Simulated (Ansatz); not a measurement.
Runs of Ansatz 0.2.0 on MnO. Symmetry: Cm, No. 8, monoclinic system. Conventional cell: a = 5.943 Å, b = 3.434 Å, c = 3.440 Å, α = 90.00°, β = 125.23°, γ = 90.00°. Mn (site symmetry m) is surrounded by 4 O at 2.10 Å. O (site symmetry m) has 4 Mn at 2.10 Å as nearest neighbours. The cell comes from a database or a generator and needn't be the stable form of this composition.

| task | level | k mesh | cutoff (eV) | smearing | points for each segment of the path | gap on the mesh (eV) | pressure (GPa) | moment (μB) |
| --- | --- | --- | --- | --- | --- | --- | --- | --- |
| band structure | RPBE | 7 × 7 × 7 | 420 | fermi-dirac 0.05 eV | 14 | none | -0.3 | 5.00 |
| band structure | r2SCAN | 7 × 7 × 7 | 500 | fermi-dirac 0.05 eV | 14 | none | -6.3 | 5.00 |
| band structure | revPBE | 7 × 7 × 7 | 420 | fermi-dirac 0.05 eV | 14 | none | -1.2 | 5.00 |
| single point | PBE | 9 × 9 × 9 | 420 | gaussian 0.011 eV | - | none | (b) | 5.00 |
| band structure | BLYP | 7 × 7 × 7 | 420 | fermi-dirac 0.05 eV | 14 | none | (a) | 4.99 |

Alike in all rows: potentials or basis Ansatz PAW; spin collinear, ferromagnetic start; cell as given.

Task: Fill in the values left out.

Result: (a) -0.4; (b) -3.9.

Caveats: a cell with one magnetic atom can't hold antiferromagnetic order, which such compounds often take; semilocal functionals often make such compounds metallic where correlation or magnetic order opens a gap, which also shifts bond lengths; the PAW data sets come from PBE, with cores solved anew for the run's functional, which leaves a small shift of forces and pressure (some runs); the magnetic or orbital state may not be the lowest (some runs).

A gap of «none» marks a metal or a gap under the smearing width.
